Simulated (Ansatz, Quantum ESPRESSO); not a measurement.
## Equation of state of zinc blende BN

How stiff is zinc blende BN under hydrostatic load? Each row scales the relaxed cell evenly and relaxes the atoms. The phase is followed to these pressures whether or not it stays the stable one.

Calculated with Quantum ESPRESSO 7.5, LDA, GBRV 1.5 ultrasoft potentials, cutoff 680 eV, Fermi–Dirac smearing 0.02 eV, k-mesh 13×13×13, no spin polarisation, no spin-orbit coupling.

Reference cell, relaxed at zero pressure with LDA (F-43m): a = 2.5342 Å, b = 2.5342 Å, c = 2.5342 Å, α = 60.00°, β = 60.00°, γ = 60.00°.

```
atom       x       y       z
   N  0.7500  0.7500  0.7500
   B  0.0000  0.0000  0.0000
```

| V (Å³/atom) | V/V0 | P (GPa) | E − E0 (meV/atom) |
| --- | --- | --- | --- |
| 5.4088 | 0.9400 | 27.771 | 29.4 |
| 5.5239 | 0.9600 | 17.645 | 12.8 |
| 5.6390 | 0.9800 | 8.419 | 3.2 |
| 5.9842 | 1.0400 | −14.627 | 10.3 |
| 6.0993 | 1.0600 | −20.992 | 22.9 |

V0 = 5.7541 Å³ an atom, where the residual pressure P0 is +0.016 GPa. **Question.** Fit the Birch–Murnaghan law and give the pressure and the energy at V = 5.8692 Å³ an atom, a row left out above.

With the Eulerian strain f = ½[(V0/V)^(2/3) − 1] and F = (P − P0)/[3f(1 + 2f)^(5/2)], the third-order law is the line F = B0 + (3/2) B0 (B′ − 4) f.

| f | F (GPa) |
| --- | --- |
| 0.02106 | 396.25 |
| 0.01380 | 397.91 |
| 0.00678 | 399.39 |
| −0.01290 | 403.90 |
| −0.01905 | 405.12 |

A straight line through the 5 rows: the means are 0.001938 for f and 400.51 for F, Σ(Δx)² = 0.00119 and ΣΔxΔy = −0.2648, so the slope is −0.2648/0.00119 = −222.42 and the intercept 400.51 − (−222.42)(0.001938) = 400.95.

Hence B0 = 400.9 GPa and B′ = 4 + (−222.4)/(1.5 × 400.9) = 3.63. For the withheld volume f = −0.00656, F = 402.40 GPa and P = −7.64 GPa. The run itself gives −7.65 GPa, so the estimate misses by 0.01 GPa, a rounding's worth.

Integrating the same law gives E − E0 = (9/2) B0 V0 f²[1 + (B′ − 4) f] + P0(V0 − V), with 1 GPa Å³ = 6.2415 meV: 2.8 meV an atom. The run itself gives 2.5 meV, so the estimate misses by 0.3 meV; the fitted rows themselves lie up to 0.8 meV off the law.

The same fit over all rows at other levels or in other programs gives B0 = 391 GPa with r2SCAN (Ansatz), 386 GPa with PBEsol (Quantum ESPRESSO, GBRV) and 385 GPa with PBEsol (Ansatz).

Measured bulk modulus: 395 GPa (arxiv:cond-mat/0702656), against 401 GPa here (+2 %).

The calculation is for a static lattice, while measurements hold thermal and zero-point motion.

[Logs are printed without paths, hosts, clocks, repeated set-up lines and the standing remarks that a program may print on its own settings, such as how far it seeks lower states.]
